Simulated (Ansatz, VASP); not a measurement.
One calculation of TePb, two programs

INCAR

```
SYSTEM = TePb
PREC = Accurate
ENCUT = 520
EDIFF = 1E-6
ISMEAR = 0
SIGMA = 0.01
LREAL = .FALSE.
LASPH = .TRUE.
NELM = 60
ALGO = Normal
ISIF = 2
LWAVE = .FALSE.
LCHARG = .FALSE.
GGA = PE
NBANDS = 17
```

KPOINTS

```
regular mesh
0
G
  6 6 6
  0 0 0
```

POSCAR

```
TePb
1.0
    0.0000000000      3.2860552671      3.2860552671
    3.2860552671      0.0000000000      3.2860552671
    3.2860552671      3.2860552671      0.0000000000
Te Pb
1 1
Direct
    0.5000000000      0.5000000000      0.5000000000
    0.0000000000      0.0000000000      0.0000000000
```

Input for Ansatz:

```yaml
crystal:
  lattice:
    - [0.0, 3.2860552671, 3.2860552671]
    - [3.2860552671, 0.0, 3.2860552671]
    - [3.2860552671, 3.2860552671, 0.0]
  atoms:
    - { symbol: Te, position: [0.5, 0.5, 0.5] }
    - { symbol: Pb, position: [0.0, 0.0, 0.0] }
kpoints:
  mp_grid: { grid: [6, 6, 6] }
hamiltonian:
  xc: pbe
scf:
  occupations: { method: fixed }
  n_extra_bands: 4
output:
  forces: true
  stress: true
  eigenvalues: true
```

Alike in both runs: task single point; functional PBE; k mesh 6 × 6 × 6; no spin polarisation.

```csv
,VASP,Ansatz
version,VASP 6.6.1,Ansatz 0.2.0
potentials or method,"VASP PAW PBE potentials, release 64 (Te, Pb_d)","plane waves, PAW"
plane-wave cutoff (eV),520,420
occupations,"gaussian, width 0.01 eV",fixed
valence electrons in the cell,20,30
```

Ansatz gave:

- gap on the k mesh at the Fermi level (eV): 0.83
- pressure (GPa): 0.0

What did VASP give for the same quantities?

gap on the k mesh at the Fermi level (eV): 0.83; pressure (GPa): -0.1.

The two sets of potentials don't hold the same shells in valence.

Caveats: spin-orbit coupling is left out, which as a rule narrows the gap of such compounds by several tenths of an eV. A k mesh can miss the band edges.
